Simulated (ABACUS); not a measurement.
# GaP (F-43m) in ABACUS: settings compared

Aim: see how the results for GaP move with the level of theory and the settings. Levels: rPW86PBE, OLYP, BLYP. Tasks: band structure, equation of state.

All numbers are computed with ABACUS 3.10.1; they aren't measurements. Logs are shortened: lines on timing, memory, paths and dates and some standing lists are left out, and cuts for length are marked.

**What was measured.**

“Stacking defects in GaP nanowires: Electronic structure and optical properties”, 2018, arxiv:1810.01194 quotes, for a bulk crystal of GaP at 10 K: band gap 2.34 eV (indirect).

The results are compared with them further down.

### 1 The crystal as given

It takes space group F-43m (No. 216, cubic). Conventional cell: a = 5.451 Å, b = 5.451 Å, c = 5.451 Å, α = 90.00°, β = 90.00°, γ = 90.00°. Ga (site symmetry -43m) is surrounded by 4 P at 2.36 Å. Around P (site symmetry -43m) lie 4 Ga at 2.36 Å.

### 2 Band structure, rPW86PBE

Input file INPUT:

```
INPUT_PARAMETERS
suffix              GaP
calculation         nscf
basis_type          pw
pseudo_dir          ./
symmetry            -1
dft_functional      GGA_X_RPW86+GGA_C_PBE
ecutwfc             81.0
pseudo_rcut         10
nspin               1
nbands              19
ks_solver           dav
smearing_method     fd
smearing_sigma      0.00367493
scf_thr             1e-08
scf_nmax            100
mixing_type         broyden
mixing_beta         0.7
init_chg            file
pw_diag_thr         1e-07
out_band            1
kpar                4
```

Input file STRU:

```
ATOMIC_SPECIES
Ga 69.7230 Ga.upf
P 30.9738 P.upf

LATTICE_CONSTANT
1.8897261246

LATTICE_VECTORS
0.0000000000 2.7252500000 2.7252500000
2.7252500000 0.0000000000 2.7252500000
2.7252500000 2.7252500000 0.0000000000

ATOMIC_POSITIONS
Direct

Ga
0.0
1
0.0000000000 0.0000000000 0.0000000000 1 1 1

P
0.0
1
0.7500000000 0.7500000000 0.7500000000 1 1 1
```

Input file KPT:

```
K_POINTS
12
Line
0.00000000 0.00000000 0.00000000 10 // G
0.50000000 0.00000000 0.50000000 10 // X
0.50000000 0.25000000 0.75000000 10 // W
0.37500000 0.37500000 0.75000000 10 // K
0.00000000 0.00000000 0.00000000 10 // G
0.50000000 0.50000000 0.50000000 10 // L
0.62500000 0.25000000 0.62500000 10 // U
0.50000000 0.25000000 0.75000000 10 // W
0.50000000 0.50000000 0.50000000 10 // L
0.37500000 0.37500000 0.75000000 1 // K
0.62500000 0.25000000 0.62500000 10 // U
0.50000000 0.00000000 0.50000000 1 // X
```

Potentials or basis: PseudoDojo NC SR 0.4.1 PBE standard, plane waves.

Started as:

```bash
$ OMP_NUM_THREADS=1 mpirun -np 4 abacus > log
```

running log:

```text
ABACUS v3.10.1

               Atomic-orbital Based Ab-initio Computation at UStc

 ------------------------------------------------------------------------------------

 READING GENERAL INFORMATION
                           global_out_dir = OUT.GaP/
                           global_in_card = INPUT
                               pseudo_dir = ./
[... 8 lines left out ...]

 READING ATOM TYPE 1
                               atom label = Ga
                      L=0, number of zeta = 1
                      L=1, number of zeta = 1
                      L=2, number of zeta = 1
             number of atom for this type = 1

 READING ATOM TYPE 2
                               atom label = P
                      L=0, number of zeta = 1
                      L=1, number of zeta = 1
                      L=2, number of zeta = 1
             number of atom for this type = 1

                        TOTAL ATOM NUMBER = 2
DIRECT COORDINATES
    atom                   x                   y                   z     mag                  vx                  vy                  vz
taud_Ga1            0.0000000000        0.0000000000        0.0000000000  0.0000        0.0000000000        0.0000000000        0.0000000000
taud_P1            0.7500000000        0.7500000000        0.7500000000  0.0000        0.0000000000        0.0000000000        0.0000000000

                          Volume (Bohr^3) = 273.178
                             Volume (A^3) = 40.4807

 Lattice vectors: (Cartesian coordinate: in unit of a_0)
                   +0            +2.72525            +2.72525
             +2.72525                  +0            +2.72525
             +2.72525            +2.72525                  +0
 Reciprocal vectors: (Cartesian coordinate: in unit of 2 pi/a_0)
            -0.183469           +0.183469           +0.183469
            +0.183469           -0.183469           +0.183469
            +0.183469           +0.183469           -0.183469
 The esolver type has been set to : ksdft_pw

                PAO radial cut off (Bohr) = 10

 Read in pseudopotential file is Ga.upf
                     pseudopotential type = NC
          exchange-correlation functional = PBE
                 nonlocal core correction = 1
                        valence electrons = 13
                                     lmax = 2
                           number of zeta = 3
                     number of projectors = 6
                           L of projector = 0
                           L of projector = 0
                           L of projector = 1
                           L of projector = 1
                           L of projector = 2
                           L of projector = 2
 XC functional updated to : GGA_X_RPW86+GGA_C_PBE
          exchange-correlation functional = GGA_X_RPW86+GGA_C_PBE
                PAO radial cut off (Bohr) = 10

 Read in pseudopotential file is P.upf
                     pseudopotential type = NC
          exchange-correlation functional = PBE
                 nonlocal core correction = 1
                        valence electrons = 5
                                     lmax = 2
                           number of zeta = 2
                     number of projectors = 6
                           L of projector = 0
                           L of projector = 0
                           L of projector = 1
                           L of projector = 1
                           L of projector = 2
                           L of projector = 2
 XC functional updated to : GGA_X_RPW86+GGA_C_PBE
          exchange-correlation functional = GGA_X_RPW86+GGA_C_PBE
     initial pseudo atomic orbital number = 13

 SETUP THE ELECTRONS NUMBER
            electron number of element Ga = 13
      total electron number of element Ga = 13
             electron number of element P = 5
       total electron number of element P = 5
            AUTOSET number of electrons:  = 18
                           occupied bands = 9
                                   NBANDS = 19
                                   NLOCAL = 18

%%%%%%%%%%%%%%%%%%%%%%%%%%%%%%%%%%%%%%%%%%%%%%%%%%%%%%%%%%%%%%%%%%%%%%%%%%%%%%%%%%%%%%%%%%%%%%%%%%%%%%%%%%
 Warning: the number of valence electrons in pseudopotential > 3 for Ga: [Ar] 3d10 4s2 4p1
 Pseudopotentials with additional electrons can yield (more) accurate outcomes, but may be less efficient.
 If you're confident that your chosen pseudopotential is appropriate, you can safely ignore this warning.
%%%%%%%%%%%%%%%%%%%%%%%%%%%%%%%%%%%%%%%%%%%%%%%%%%%%%%%%%%%%%%%%%%%%%%%%%%%%%%%%%%%%%%%%%%%%%%%%%%%%%%%%%%

 SETUP THE PLANE WAVE BASIS
 energy cutoff for charge/potential (unit:Ry) = 324
            fft grid for charge/potential = [ 45, 45, 45 ]
                        fft grid division = [ 1, 1, 1 ]
        big fft grid for charge/potential = [ 45, 45, 45 ]
                                     nbxx = 91125
                                     nrxx = 91125

 SETUP PLANE WAVES FOR CHARGE/POTENTIAL
                    number of plane waves = 26813
                         number of sticks = 1177

 PARALLEL PW FOR CHARGE/POTENTIAL
     PROC   COLUMNS(POT)             PW
        1           1177          26813
 --------------- sum -------------------
        1           1177          26813
                            number of |g| = 293
                                  max |g| = 29.2178
                                  min |g| = 0

----------- Double Check Mixing Parameters Begin ------------
mixing_type: broyden
mixing_beta: 0.7
mixing_gg0: 1
mixing_gg0_min: 0.1
mixing_ndim: 8
----------- Double Check Mixing Parameters End ------------

 SETUP K-POINTS
                                    nspin = 1
                                   nkstot = 102
K-POINTS DIRECT COORDINATES
 KPOINTS    DIRECT_X    DIRECT_Y    DIRECT_Z  WEIGHT
       1  0.00000000  0.00000000  0.00000000  1.0000
       2  0.05000000  0.00000000  0.05000000  1.0000
       3  0.10000000  0.00000000  0.10000000  1.0000
       4  0.15000000  0.00000000  0.15000000  1.0000
       5  0.20000000  0.00000000  0.20000000  1.0000
       6  0.25000000  0.00000000  0.25000000  1.0000
[... 22 lines left out ...]
      29  0.40000000  0.35000000  0.75000000  1.0000
      30  0.38750000  0.36250000  0.75000000  1.0000
[... 72 further k points ...]

           k-point number in this process = 26
       minimum distributed K point number = 25

[... K-POINTS CARTESIAN COORDINATES: 26 rows ...]

[... K-POINTS DIRECT COORDINATES: 26 rows ...]

 SETUP PLANE WAVES FOR WAVE FUNCTIONS
     energy cutoff for wavefunc (unit:Ry) = 81
              fft grid for wave functions = [ 45, 45, 45 ]
                    number of plane waves = 4279
                         number of sticks = 349

 PARALLEL PW FOR WAVE FUNCTIONS
     PROC   COLUMNS(POT)             PW
        1            349           4279
 --------------- sum -------------------
        1            349           4279

 SETUP NONLOCAL PSEUDOPOTENTIALS IN PLANE WAVE BASIS
 Ga non-local projectors:
 projector 1 L=0
 projector 2 L=0
 projector 3 L=1
 projector 4 L=1
 projector 5 L=2
 projector 6 L=2
 P non-local projectors:
 projector 1 L=0
 projector 2 L=0
 projector 3 L=1
 projector 4 L=1
 projector 5 L=2
 projector 6 L=2
      TOTAL NUMBER OF NONLOCAL PROJECTORS = 36

 Init Non-Local PseudoPotential table :
 Init Non-Local-Pseudopotential done.

                                     npwx = 3395

 Make real space PAO into reciprocal space.
       max mesh points in Pseudopotential = 1001
     dq(describe PAO in reciprocal space) = 0.01
                                    max q = 1084

 number of pseudo atomic orbitals for Ga is 3
WARNING: norm of atomic wavefunction # 2 of atomic type Ga is 0.999997, renormalized
WARNING: norm of atomic wavefunction # 3 of atomic type Ga is 0.998668, renormalized

 number of pseudo atomic orbitals for P is 2
WARNING: norm of atomic wavefunction # 2 of atomic type P is 0.999977, renormalized

 -------------------------------------------
 NONSELF-CONSISTENT
 -------------------------------------------
                                 init_chg = file
 try to read charge from file
 Read in the charge density: OUT.GaP//GaP-CHARGE-DENSITY.restart

 PW ALGORITHM --------------- ION=   1  ELEC=   1--------------------------------
 k(1/102) Iter steps (avg)=11 threshold=1e-07
 k(2/102) Iter steps (avg)=12 threshold=1e-07
 k(3/102) Iter steps (avg)=12 threshold=1e-07
 k(4/102) Iter steps (avg)=11 threshold=1e-07
 k(5/102) Iter steps (avg)=12 threshold=1e-07
 k(6/102) Iter steps (avg)=13 threshold=1e-07
 k(7/102) Iter steps (avg)=16 threshold=1e-07
 k(8/102) Iter steps (avg)=18 threshold=1e-07
 k(9/102) Iter steps (avg)=17 threshold=1e-07
 k(10/102) Iter steps (avg)=23 threshold=1e-07
[... 6 lines left out ...]
 k(17/102) Iter steps (avg)=18 threshold=1e-07
 k(18/102) Iter steps (avg)=16 threshold=1e-07
 k(19/102) Iter steps (avg)=19 threshold=1e-07
 k(20/102) Iter steps (avg)=21 threshold=1e-07
 k(21/102) Iter steps (avg)=25 threshold=1e-07
 k(22/102) Iter steps (avg)=25 threshold=1e-07
 k(23/102) Iter steps (avg)=19 threshold=1e-07
 k(24/102) Iter steps (avg)=18 threshold=1e-07
 k(25/102) Iter steps (avg)=18 threshold=1e-07
 k(26/102) Iter steps (avg)=17 threshold=1e-07
[... levels at 26 k points of this process ...]

 Density error is 0.00000000000
                          Error Threshold = 1.00000000000e-07
----------------------------------------------------------
     Energy           Rydberg                 eV
----------------------------------------------------------
 E_KohnSham     -167.2303455272      -2275.2855776790
 E_KS(sigma->0) -167.2303455267      -2275.2855776722
 E_Harris       -167.2303455272      -2275.2855776790
 E_band         -3.6297306578        -49.3850191513
 E_one_elec     -76.7402396029       -1044.1045244844
 E_Hartree      52.3920800193        712.8308183345
 E_xc           -46.4045620546       -631.3664571365
 E_Ewald        -96.4776238881       -1312.6454143789
 E_entropy(-TS) -0.0000000010        -0.0000000136
 E_descf        0.0000000000         0.0000000000
 E_exx          0.0000000000         0.0000000000
 E_Fermi        0.6236389259         8.4850428863
----------------------------------------------------------

 charge density convergence is achieved
 final etot is -2275.2855777 eV
 EFERMI = 8.4850428863 eV

 STATE ENERGY(eV) AND OCCUPATIONS    NSPIN == 1
 1/26 kpoint (Cartesian) = 0.0000 0.0000 0.0000 (3383 pws)
       1       -6.99206      0.0196078
       2       -6.99206      0.0196078
       3       -6.99206      0.0196078
       4       -6.89737      0.0196078
       5       -6.89737      0.0196078
       6       -4.83734      0.0196078
[... 11 lines left out ...]
      18        20.2284        0.00000
      19        20.2284        0.00000

 2/26 kpoint (Cartesian) = 0.0000 0.018347 0.0000 (3395 pws)
       1       -6.99590      0.0196078
       2       -6.99056      0.0196078
       3       -6.99056      0.0196078
       4       -6.89797      0.0196078
       5       -6.89685      0.0196078
       6       -4.79398      0.0196078
[... 11 lines left out ...]
      18        20.3172        0.00000
      19        20.4722        0.00000

 3/26 kpoint (Cartesian) = 0.0000 0.036694 0.0000 (3395 pws)
       1       -7.00655      0.0196078
       2       -6.98620      0.0196078
       3       -6.98620      0.0196078
       4       -6.89986      0.0196078
       5       -6.89534      0.0196078
       6       -4.66506      0.0196078
[... 11 lines left out ...]
      18        20.5829        0.00000
      19        20.9181        0.00000

 4/26 kpoint (Cartesian) = 0.0000 0.055041 0.0000 (3371 pws)
       1       -7.02191      0.0196078
       2       -6.97934      0.0196078
       3       -6.97934      0.0196078
       4       -6.90311      0.0196078
       5       -6.89298      0.0196078
       6       -4.45377      0.0196078
[... 11 lines left out ...]
      18        21.0233        0.00000
      19        21.3949        0.00000

 5/26 kpoint (Cartesian) = 0.0000 0.073388 0.0000 (3351 pws)
       1       -7.03958      0.0196078
       2       -6.97059      0.0196078
       3       -6.97059      0.0196078
       4       -6.90758      0.0196078
       5       -6.89002      0.0196078
       6       -4.16502      0.0196078
[... 11 lines left out ...]
      18        21.6302        0.00000
      19        21.9389        0.00000

 6/26 kpoint (Cartesian) = 0.0000 0.091735 0.0000 (3359 pws)
       1       -7.05748      0.0196078
       2       -6.96075      0.0196078
       3       -6.96075      0.0196078
       4       -6.91290      0.0196078
       5       -6.88674      0.0196078
       6       -3.80563      0.0196078
[... 11 lines left out ...]
      18        22.3741        0.00000
      19        22.5962        0.00000

[... levels at 20 further k points ...]

 --------------------------------------------
 !FINAL_ETOT_IS -2275.285577678957 eV
 --------------------------------------------

 Output bands in file: OUT.GaP/BANDS_1.dat
```

Wall time 9.6 s (4 MPI ranks of Intel Xeon Platinum 8488C (Sapphire Rapids), shared host); peak memory 0.44 GiB.

Results:

```yaml
Band_gap_along_the_path: 1.67 eV, indirect (least direct gap 1.76 eV)
```

Levels at the corners of the path, in eV from the Fermi level:
```csv
point,band 7,band 8,band 9,band 10,band 11,band 12
Γ,-0.82,-0.82,-0.82,0.94,3.11,3.11
X,-7.60,-3.47,-3.47,0.95,1.05,9.73
W,-7.40,-4.34,-4.19,3.97,4.01,5.34
K,-7.39,-4.70,-3.05,1.44,4.02,7.44
Γ,-0.82,-0.82,-0.82,0.94,3.11,3.11
L,-7.43,-1.93,-1.93,0.84,3.97,3.97
U,-7.39,-4.70,-3.05,1.44,4.02,7.44
W,-7.40,-4.34,-4.19,3.97,4.01,5.34
L,-7.43,-1.93,-1.93,0.84,3.97,3.97
K,-7.39,-4.70,-3.05,1.44,4.02,7.44
U,-7.39,-4.70,-3.05,1.44,4.02,7.44
X,-7.60,-3.47,-3.47,0.95,1.05,9.73
```

Caveat: the density is read from an earlier self-consistent run, whose mesh may be coarse.

(Part 1 of 3 ends here.)
